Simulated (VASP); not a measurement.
Wanted: the native input for a VASP 6.6.1 run.

| Property | Result |
| --- | --- |
| Task | single point |
| Functional | PBE |
| Potentials or basis | VASP PAW PBE potentials, release 64 (Ni, O) |
| Cutoff | 520 eV |
| k mesh | 11 × 11 × 11 |
| Occupations | gaussian, width 0.029 eV |
| Spin | collinear spin, ferromagnetic start |
| Starting moments | [1.0, 0.0] μB |
| Further INCAR settings | ALGO = Fast; EDIFF = 1e-06; NBANDS = 19 |

The structure of NiO lies in POSCAR:

```
NiO
1.0
    0.0000000000      2.0859016414      2.0859016414
    2.0859016414      0.0000000000      2.0859016414
    2.0859016414      2.0859016414      0.0000000000
Ni O
1 1
Direct
    0.0000000000      0.0000000000      0.0000000000
    0.5000000000      0.5000000000      0.5000000000
```

These files were run (other wordings do the same):

INCAR

```
  PREC = Accurate
  ENCUT = 520
  EDIFF = 1E-6
  ISMEAR = 0
  SIGMA = 0.028999999999999998
  LREAL = False
  LASPH = True
  NELM = 100
  ALGO = Fast
  ISIF = 2
  LWAVE = False
  LCHARG = False
  ISPIN = 2
  MAGMOM = 1 0
  LORBIT = 11
  LMAXMIX = 4
  GGA = PE
  NBANDS = 19
```

KPOINTS

```
regular mesh
0
Gamma
  11 11 11
```

Potentials or basis: VASP PAW PBE potentials, release 64 (Ni, O).

Command:

```sh
$ cat potpaw_PBE.64/Ni/POTCAR potpaw_PBE.64/O/POTCAR > POTCAR
$ mpirun -np 1 vasp_std > vasp.out
```

It gave:

- Pressure: 6.1 GPa
- Band gap on the k mesh: none (metal or under the smearing width)
- Net moment: 1.76 μB per cell
- Site moments: Ni +1.45; O +0.27 μB
- Valence electrons inside the program's atomic spheres: Ni 8.99; O 4.98

Caveat: a cell with one magnetic atom can't hold antiferromagnetic order, which such compounds often take; semilocal functionals often make such compounds metallic where correlation or magnetic order opens a gap, which also shifts bond lengths.

Run time: 18 s on 1 thread of Intel(R) Xeon(R) 6975P-C (Granite Rapids), on a shared host, peak memory 0.17 GiB.
